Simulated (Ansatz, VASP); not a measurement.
**Sc in VASP and in Ansatz**

```
CELL_PARAMETERS angstrom
3.14458 0.00000 0.00000
-1.57229 2.72329 0.00000
0.00000 0.00000 4.87609
ATOMIC_POSITIONS crystal
Sc 0.33333 0.66667 0.25000
Sc 0.66667 0.33333 0.75000
```

Alike in both runs: functional PBEsol; k mesh 15 × 15 × 8; occupations fermi-dirac, width 0.1 eV; no spin polarisation.

Ansatz relaxed the structure, and its values are those at the end. VASP's run is a single point on that final structure, the one shown.

|  | VASP | Ansatz |
| --- | --- | --- |
| version | VASP 6.6.1 | Ansatz 0.2.0 |
| potentials or method | VASP PAW PBE potentials, release 64 (Sc_sv) | PAW with Ansatz's default frozen-core files, scalar-relativistic |
| plane-wave cutoff (eV) | 520 | 420 |
| valence electrons in the cell | 22 | 22 |

```tsv
	VASP	Ansatz	Ansatz less VASP
pressure (GPa)	8.9	8.9	-0.02
```

Caveats: the PAW data sets were made with another functional, which shifts forces and pressure a little (VASP).
